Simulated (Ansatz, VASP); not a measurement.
# Ag in VASP and in Ansatz

```xyz
2
Lattice="2.8904 0.0000 0.0000 -1.4452 2.5032 0.0000 0.0000 0.0000 4.7253" Properties=species:S:1:pos:R:3 pbc="T T T"
Ag    1.4452    0.8344    3.5439
Ag    0.0000    1.6688    1.1813
```

Change from the starting cell: volume scaled by 0.96.

Alike in both runs: task single point; functional PBEsol; k mesh 10 × 10 × 6; occupations fermi-dirac, width 0.05 eV; no spin polarisation.

```csv
,VASP,Ansatz
version,VASP 6.6.1,Ansatz 0.2.0
potentials or method,"VASP PAW PBE potentials, release 64 (Ag)",Ansatz PAW
plane-wave cutoff (eV),520,420
valence electrons in the cell,22,38
```

Ansatz gave:

```
gap on the k mesh at the Fermi level (eV)       : none
pressure (GPa)                                  : -2.4
largest component of the traceless stress (GPa) : 0.42
```

Task: Which values does VASP return?

Result: gap on the k mesh at the Fermi level (eV): none; pressure (GPa): -2.6; largest component of the traceless stress (GPa): 0.43.

A gap of «none» marks a metal or a gap that the smearing closes. The two sets of potentials don't hold the same shells in valence.

Caveats: the PAW data sets were made with another functional, which shifts forces and pressure a little (VASP); the PAW data sets come from PBE, with cores solved anew for the run's functional, which leaves a small shift of forces and pressure (Ansatz).
